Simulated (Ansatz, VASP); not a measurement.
# LaMg2: VASP beside Ansatz

Wanted: the spread between two codes on one cell, functional and k mesh. The cell is taken from a series of runs on this material, whose earlier steps may have relaxed, scaled, displaced or heated it; both programs get it as it stands.

Main program and level: Ansatz 0.2.0; plane waves, with VASP 6.6.1 beside it; relaxation of cell and atoms at BLYP.

**1. The starting structure**

It takes space group Fd-3m (No. 227, cubic). The conventional cell has a = 8.810 Å, b = 8.810 Å, c = 8.810 Å, α = 90.00°, β = 90.00°, γ = 90.00°. La has 12 Mg at 3.65 Å and 4 La at 3.81 Å nearest. Mg has 6 Mg at 3.11 Å and 6 La at 3.65 Å nearest. Farther neighbours are not listed.

Coordinates:

```cif
data_structure
_symmetry_space_group_name_H-M 'Fd-3m:1'
_symmetry_Int_Tables_number 227
_cell_length_a 8.8100
_cell_length_b 8.8100
_cell_length_c 8.8100
_cell_angle_alpha 90.000
_cell_angle_beta 90.000
_cell_angle_gamma 90.000
_cell_volume 683.80
loop_
_atom_site_label
_atom_site_type_symbol
_atom_site_symmetry_multiplicity
_atom_site_Wyckoff_symbol
_atom_site_fract_x
_atom_site_fract_y
_atom_site_fract_z
_atom_site_occupancy
La1 La 8 a 0.25000 0.25000 0.25000 1
Mg1 Mg 16 d 0.12500 0.62500 0.12500 1
```

**2. VASP: relaxation of cell and atoms, BLYP**

The relaxed volume is the usual yardstick between codes: in a stiff, nearly cubic crystal its relative difference is about their pressure difference at one cell divided by the bulk modulus.

Lines of VASP's logs that name or quote its potential files are left out, and so is its time.

INCAR reads:

```
SYSTEM = LaMg2
PREC = Accurate
ENCUT = 600
EDIFF = 1E-07
NELM = 200
ISMEAR = 0
SIGMA = 0.1
LREAL = .FALSE.
ALGO = Normal
GGA = B5
ALDAX = 1
AGGAX = 1
AGGAC = 1
ALDAC = 0
NBANDS = 21
LASPH = .TRUE.
LORBIT = 11
LWAVE = .FALSE.
LCHARG = .FALSE.
ISIF = 3
IBRION = 2
NSW = 80
EDIFFG = -0.005
GGA_COMPAT = .FALSE.
NELMIN = 4
LMAXMIX = 6
KPAR = 2
```

POSCAR reads:

```
LaMg2
1.0
    0.0000000000      4.4050000000      4.4050000000
    4.4050000000      0.0000000000      4.4050000000
    4.4050000000      4.4050000000      0.0000000000
La Mg
2 4
Direct
    0.7500000000      0.7500000000      0.7500000000
    0.5000000000      0.5000000000      0.5000000000
    0.1250000000      0.1250000000      0.1250000000
    0.6250000000      0.1250000000      0.1250000000
    0.1250000000      0.1250000000      0.6250000000
    0.1250000000      0.6250000000      0.1250000000
```

KPOINTS reads:

```
Automatic mesh
0
Gamma
6 6 6
0 0 0
```

PAW data sets: La and Mg (PBE family, release 64).

Started as:

```sh
> mpirun -np 2 vasp_std
```

Numbers of over 12 decimals in the logs are rounded to 6 here.

Output:

```text
[banner, memory and clock lines left out]
running    2 mpi-ranks, on    1 nodes
 distrk:  each k-point on    1 cores,    2 groups
 distr:  one band on    1 cores,    1 groups

 POSCAR found type information on POSCAR LaMg
 POSCAR found :  2 types and       6 ions
|                                                                             |
|               ----> ADVICE to this user running VASP <----                  |
|                                                                             |
|     You enforced a specific xc type in the INCAR file but a different       |
|     [... a line on the potential file left out ...]
|     I HOPE YOU KNOW WHAT YOU ARE DOING!                                     |
|                                                                             |

 LDA part: xc-table for (Slater(with rela. corr.)+VWN5), standard interpolation
 POSCAR, INCAR and KPOINTS ok, starting setup
 FFT: planning ... GRIDC
 FFT: planning ... GRID_SOFT
 FFT: planning ... GRID
 WAVECAR not read
 entering main loop
       N       E                     dE             d eps       ncg     rms          rms(c)
DAV:   1     0.323340535502E+03    0.32334E+03   -0.11118E+04   672   0.172E+03
DAV:   2     0.570473239694E+02   -0.26629E+03   -0.26056E+03  1008   0.306E+02
DAV:   3    -0.632279162115E+01   -0.63370E+02   -0.62049E+02  1032   0.175E+02
DAV:   4    -0.112439986676E+02   -0.49212E+01   -0.47564E+01  1344   0.461E+01
DAV:   5    -0.117595609170E+02   -0.51556E+00   -0.47346E+00  1064   0.133E+01    0.409E+00
DAV:   6    -0.116611729553E+02    0.98388E-01   -0.27004E+00  1344   0.981E+00    0.233E+00
DAV:   7    -0.116857704607E+02   -0.24598E-01   -0.16452E-01  1224   0.308E+00    0.139E+00
DAV:   8    -0.201818888367E+02   -0.84961E+01   -0.81733E+01  1072   0.353E+01    0.439E+01
DAV:   9    -0.659235594488E+01    0.13590E+02   -0.28848E+02  1104   0.102E+02    0.578E+00
DAV:  10    -0.112971742193E+02   -0.47048E+01   -0.34429E+01  1200   0.331E+01    0.131E+00
DAV:  11    -0.116927019212E+02   -0.39553E+00   -0.33293E+00  1192   0.900E+00    0.706E-01
DAV:  12    -0.118499594681E+02   -0.15726E+00   -0.77013E-01  1160   0.588E+00    0.174E+00
DAV:  13    -0.118187237727E+02    0.31236E-01   -0.10346E-01  1312   0.247E+00    0.172E+00
DAV:  14    -0.119538217445E+02   -0.13510E+00   -0.25266E-01  1091   0.325E+00    0.244E+00
[...]
DAV:  57    -0.116861693169E+02   -0.51945E-05   -0.64980E-06  1289   0.156E-02    0.257E-02
DAV:  58    -0.116861554875E+02    0.13829E-04   -0.80442E-06  1184   0.241E-02    0.196E-02
DAV:  59    -0.116861448328E+02    0.10655E-04   -0.13652E-05  1296   0.248E-02    0.135E-02
DAV:  60    -0.116861393309E+02    0.55018E-05   -0.65100E-06  1328   0.162E-02    0.980E-03
DAV:  61    -0.116861344893E+02    0.48417E-05   -0.98846E-06  1174   0.219E-02    0.515E-03
DAV:  62    -0.116861330612E+02    0.14281E-05   -0.51744E-06  1328   0.136E-02    0.215E-03
DAV:  63    -0.116861327509E+02    0.31030E-06   -0.86103E-07  1272   0.513E-03    0.113E-03
DAV:  64    -0.116861326747E+02    0.76222E-07   -0.51271E-08   551   0.229E-03
   1 F= -.11686133E+02 E0= -.11672981E+02  d E =-.116861E+02
 curvature:   0.00 expect dE= 0.000E+00 dE for cont linesearch  0.000E+00
 trial: gam= 0.00000 g(F)=  0.482E-51 g(S)=  0.179E-01 ort = 0.000E+00 (trialstep = 0.100E+01)
 search vector abs. value=  0.179E-01
 bond charge predicted
       N       E                     dE             d eps       ncg     rms          rms(c)
DAV:   1    -0.117772970640E+02   -0.91164E-01   -0.20080E+00  1083   0.111E+01    0.149E+00
DAV:   2    -0.117016601476E+02    0.75637E-01   -0.74054E-01  1264   0.876E+00    0.310E-01
DAV:   3    -0.116977404562E+02    0.39197E-02   -0.28528E-02  1251   0.120E+00    0.156E-01
DAV:   4    -0.116962229169E+02    0.15175E-02   -0.55106E-03  1259   0.499E-01    0.459E-02
DAV:   5    -0.116960983355E+02    0.12458E-03   -0.13715E-03  1296   0.281E-01    0.202E-02
DAV:   6    -0.116960850919E+02    0.13244E-04   -0.18790E-04  1235   0.109E-01    0.123E-02
DAV:   7    -0.116960947869E+02   -0.96950E-05   -0.45886E-05  1336   0.505E-02    0.620E-03
DAV:   8    -0.116960912880E+02    0.34989E-05   -0.71838E-06  1168   0.158E-02    0.253E-03
DAV:   9    -0.116960911934E+02    0.94566E-07   -0.43867E-06  1302   0.122E-02    0.147E-03
DAV:  10    -0.116960911359E+02    0.57578E-07   -0.20130E-07   780   0.437E-03
   2 F= -.11696091E+02 E0= -.11682519E+02  d E =-.995846E-02
 trial-energy change:   -0.009958  1 .order   -0.009922   -0.017857   -0.001987
 step:   1.1233(harm=  1.1252)  dis= 0.00000  next Energy=   -11.696214 (dE=-0.101E-01)
 bond charge predicted
       N       E                     dE             d eps       ncg     rms          rms(c)
DAV:   1    -0.116973567702E+02   -0.12656E-02   -0.29426E-02  1054   0.138E+00    0.161E-01
DAV:   2    -0.116963191509E+02    0.10376E-02   -0.63353E-03  1275   0.855E-01    0.489E-02
DAV:   3    -0.116962483182E+02    0.70833E-04   -0.36331E-04  1176   0.134E-01    0.162E-02
DAV:   4    -0.116962302137E+02    0.18104E-04   -0.75404E-05  1318   0.573E-02    0.484E-03
DAV:   5    -0.116962296590E+02    0.55478E-06   -0.12230E-05  1304   0.203E-02    0.304E-03
DAV:   6    -0.116962298494E+02   -0.19043E-06   -0.26855E-06  1203   0.147E-02    0.184E-03
DAV:   7    -0.116962300095E+02   -0.16010E-06   -0.20162E-06  1144   0.746E-03    0.848E-04
DAV:   8    -0.116962299186E+02    0.90872E-07   -0.35307E-07   798   0.431E-03
   3 F= -.11696230E+02 E0= -.11682604E+02  d E =-.100972E-01
 curvature:  -0.56 expect dE=-0.256E-08 dE for cont linesearch -0.256E-08
 trial: gam= 0.00000 g(F)=  0.624E-52 g(S)=  0.455E-08 ort =-0.901E-05 (trialstep = 0.102E+01)
 search vector abs. value=  0.465E-08
 reached required accuracy - stopping structural energy minimisation
```

Parts of OUTCAR (step 2):

```text
ion  position               nearest neighbor table
   1  0.750  0.750  0.750-   4 3.65   5 3.65   6 3.65   3 3.65   4 3.65   6 3.65   3 3.65   4 3.65
                             5 3.65   3 3.65   5 3.65   6 3.65
   2  0.500  0.500  0.500-   3 3.65   4 3.65   5 3.65   6 3.65   4 3.65   5 3.65   3 3.65   4 3.65
                             6 3.65   5 3.65   6 3.65   3 3.65
   3  0.125  0.125  0.125-   4 3.11   5 3.11   6 3.11   5 3.11   6 3.11   4 3.11   2 3.65   1 3.65
                             2 3.65   1 3.65   2 3.65   1 3.65
   4  0.625  0.125  0.125-   3 3.11   5 3.11   6 3.11   3 3.11   5 3.11   6 3.11   1 3.65   2 3.65
                             1 3.65   2 3.65   1 3.65   2 3.65
   5  0.125  0.125  0.625-   3 3.11   3 3.11   4 3.11   6 3.11   6 3.11   4 3.11   1 3.65   2 3.65
                             2 3.65   1 3.65   2 3.65   1 3.65
   6  0.125  0.625  0.125-   3 3.11   5 3.11   3 3.11   4 3.11   5 3.11   4 3.11   1 3.65   2 3.65
                             2 3.65   1 3.65   2 3.65   1 3.65

  LATTYP: Found a face centered cubic cell.
 ALAT       =     8.8100000000

 Subroutine GETGRP returns: Found 48 space group operations
 (whereof 24 operations were pure point group operations)

The static configuration has the point symmetry T_d .
 The point group associated with its full space group is O_h .

 Found     16 irreducible k-points:

   k-points           NKPTS =     16   k-points in BZ     NKDIM =     16   number of bands    NBANDS=     21

   dimension x,y,z NGX =    50 NGY =   50 NGZ =   50
   dimension x,y,z NGXF=   100 NGYF=  100 NGZF=  100

   ENCUT  =  600.0 eV  44.10 Ry    6.64 a.u.  12.44 12.44 12.44*2*pi/ulx,y,z

   NELECT =      30.0000    total number of electrons

 k-points in reciprocal lattice and weights: Automatic mesh
   0.00000000  0.00000000  0.00000000       0.005
   0.16666667  0.00000000  0.00000000       0.037
   0.33333333  0.00000000  0.00000000       0.037
   0.50000000  0.00000000  0.00000000       0.019
   0.16666667  0.16666667  0.00000000       0.028
   0.33333333  0.16666667  0.00000000       0.111
   0.50000000  0.16666667  0.00000000       0.111
  -0.33333333  0.16666667  0.00000000       0.111
  -0.16666667  0.16666667  0.00000000       0.056
[...]
-0.33333333  0.33333333  0.16666667       0.111
  -0.33333333  0.50000000  0.16666667       0.056

 average (electrostatic) potential at core
       1 -99.8247       2 -99.8247       3 -36.5879       4 -36.5879       5 -36.5879
       6 -36.5879

 E-fermi :   5.0051

 k-point     1 :       0.0000    0.0000    0.0000
  band No.  band energies     occupation
    ...
     14       4.0808      2.00000
     15       4.1177      2.00000
     16       4.4366      2.00000
     17       4.4366      2.00000
     18       4.4366      2.00000
     19       5.9738      0.00000
     20       6.2222      0.00000
     21       6.2222      0.00000

 k-point     2 :       0.1667    0.0000    0.0000
  band No.  band energies     occupation
    ...
     13       4.0724      2.00000
     14       4.4517      2.00000
     15       4.4517      2.00000
     16       4.7088      1.99997
     17       4.7088      1.99997
     18       5.1528      0.03677
     19       6.1066      0.00000
     20       6.1665      0.00000
     21       6.1665      0.00000

 k-point     3 :       0.3333    0.0000    0.0000
  band No.  band energies     occupation
    ...
     11       3.3101      2.00000
     12       3.3101      2.00000
     13       3.9170      2.00000
     14       4.6041      2.00000
     15       4.6041      2.00000
     16       5.3012      0.00003
     17       5.3012      0.00003
     18       5.5268      0.00000
     19       6.1124      0.00000
     20       6.1124      0.00000
    ...

  Total       -0.0004343     -0.0004343     -0.0004343     -0.0000000      0.0000000     -0.0000000
  in kB       -0.0039772     -0.0039772     -0.0039772     -0.0000000      0.0000000     -0.0000000
  external PRESSURE =      -0.0039772 kB  Pullay stress =       0.0000000 kB

  energy-cutoff  :      600.00
  volume of cell :      174.97
      direct lattice vectors                 reciprocal lattice vectors
     0.000000000  4.439233094  4.439233094    -0.112632067  0.112632067  0.112632067
     4.439233094  0.000000000  4.439233094     0.112632067 -0.112632067  0.112632067
     4.439233094  4.439233094  0.000000000     0.112632067  0.112632067 -0.112632067

 POSITION                                       TOTAL-FORCE (eV/Angst)
 -----------------------------------------------------------------------------------
      6.65885      6.65885      6.65885        -0.000000     -0.000000     -0.000000
      4.43923      4.43923      4.43923         0.000000      0.000000      0.000000
      1.10981      1.10981      1.10981        -0.000000      0.000000      0.000000
      1.10981      3.32942      3.32942        -0.000000      0.000000      0.000000
      3.32942      3.32942      1.10981        -0.000000      0.000000      0.000000
      3.32942      1.10981      3.32942        -0.000000      0.000000      0.000000
 -----------------------------------------------------------------------------------
    total drift:                               -0.000000      0.000000     -0.000000

  FREE ENERGIE OF THE ION-ELECTRON SYSTEM (eV)
  ---------------------------------------------------
  free  energy   TOTEN  =       -11.6962299186 eV

  energy  without entropy=      -11.6689783815  energy(sigma->0) =      -11.68260415

 reached required accuracy - stopping structural energy minimisation

 total charge
# of ion       s       p       d       f       tot
--------------------------------------------------
    1        2.029   5.603   0.763   0.101   8.496
    2        2.029   5.603   0.763   0.101   8.496
    3        0.231   0.134   0.009   0.000   0.373
    4        0.231   0.134   0.009   0.000   0.373
    5        0.231   0.134   0.009   0.000   0.373
    6        0.231   0.134   0.009   0.000   0.373
--------------------------------------------------
tot          4.981  11.740   1.561   0.202  18.484

[... 3 further parts left out ...]
```

CONTCAR:

```
LaMg2
   1.00000000000000
     0.0000000000000000    4.4392330940592890    4.4392330940592890
     4.4392330940592890    0.0000000000000000    4.4392330940592890
     4.4392330940592890    4.4392330940592890    0.0000000000000000
  La              Mg
     2     4
Direct
     0.7500000000000000    0.7500000000000000    0.7500000000000000
     0.5000000000000000    0.5000000000000000    0.5000000000000000
     0.1250000000000000    0.1250000000000000    0.1250000000000000
     0.6250000000000000    0.1250000000000000    0.1250000000000000
     0.1250000000000000    0.1250000000000000    0.6250000000000000
     0.1250000000000000    0.6250000000000000    0.1250000000000000
```

The k-mesh is coarse for a metal.

[end of part 1 of 2]

[Lines on the potential files, build, host, timing and source positions are cut from VASP's logs without a mark.]

[Logs are printed without paths, hosts, clocks, repeated set-up lines and the standing remarks that a program may print on its own settings, such as how far it seeks lower states.]

[Hosts, paths, dates, database ids (printed as entryN), source tags and the programs' standing remarks are cut or masked in the printed files.]
